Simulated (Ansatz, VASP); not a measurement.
## One calculation of AlNi3, two programs

File INCAR:

```
PREC = Accurate
ENCUT = 520
EDIFF = 1E-6
ISMEAR = -1
SIGMA = 0.05
LREAL = F
LASPH = T
NELM = 150
ALGO = Normal
ISIF = 2
LWAVE = F
LCHARG = T
ISPIN = 2
MAGMOM = 1 1 1 0
LORBIT = 11
LMAXMIX = 4
GGA = PS
LELF = T
LVHAR = T
NBANDS = 28
```

File KPOINTS:

```
Automatic mesh
0
Gamma
  8 8 8
```

The input POSCAR:

```
AlNi3
1.0
    0.0000000000      2.8018887551      2.8018887551
    2.8018887551      0.0000000000      2.8018887551
    2.8018887551      2.8018887551      0.0000000000
Ni Al
3 1
Direct
    0.7500000000      0.7500000000      0.7500000000
    0.0000000000      0.0000000000      0.0000000000
    0.2500000000      0.2500000000      0.2500000000
    0.5000000000      0.5000000000      0.5000000000
```

Contents of input.yaml:

```yaml
crystal:
  lattice:
    - [0.0, 2.8018887551, 2.8018887551]
    - [2.8018887551, 0.0, 2.8018887551]
    - [2.8018887551, 2.8018887551, 0.0]
  atoms:
    - { symbol: Ni, position: [0.75, 0.75, 0.75], spin: 1.0 }
    - { symbol: Ni, position: [0.0, 0.0, 0.0], spin: 1.0 }
    - { symbol: Ni, position: [0.25, 0.25, 0.25], spin: 1.0 }
    - { symbol: Al, position: [0.5, 0.5, 0.5] }
hamiltonian:
  xc: pbesol
  pseudopotentials: { kind: paw }
magnetization:
  spin_polarized: true
kpoints:
  mp_grid: { grid: [8, 8, 8] }
scf:
  occupations: { method: fermi_dirac, width: 0.05 }
output:
  forces: true
  stress: true
  eigenvalues: true
  write_density: true
  write_potential: true
  elf: true
  volumetric_format: npy
```

The cell comes from a database or a generator and needn't be the stable form of this composition.

Alike in both runs: task single point; functional PBEsol; k mesh 8 × 8 × 8; occupations fermi-dirac, width 0.05 eV; collinear spin.

|  | VASP | Ansatz |
| --- | --- | --- |
| version | VASP 6.6.1 | Ansatz 0.2.0 |
| potentials or method | VASP PAW PBE potentials, release 64 (Ni, Al) | Ansatz PAW |
| plane-wave cutoff (eV) | 520 | 420 |
| valence electrons in the cell | 33 | 57 |

Ansatz gave:

```
gap on the k mesh at the Fermi level (eV) : none
pressure (GPa)                            : -0.7
net moment per atom (μB)                  : 0.00
```

**Question.** Estimate VASP's values.

**Answer.** gap on the k mesh at the Fermi level (eV): none; pressure (GPa): -0.6; net moment per atom (μB): 0.00.

A gap of «none» marks a metal or a gap that the smearing closes. The functional is the same, so the differences come from potentials, cutoffs and numerics. The two sets of potentials don't hold the same shells in valence.

Caveats: the PAW data sets were made with another functional, which shifts forces and pressure a little (VASP); the PAW data sets come from PBE, with cores solved anew for the run's functional, which leaves a small shift of forces and pressure (Ansatz); the starting moments weren't kept (Ansatz).
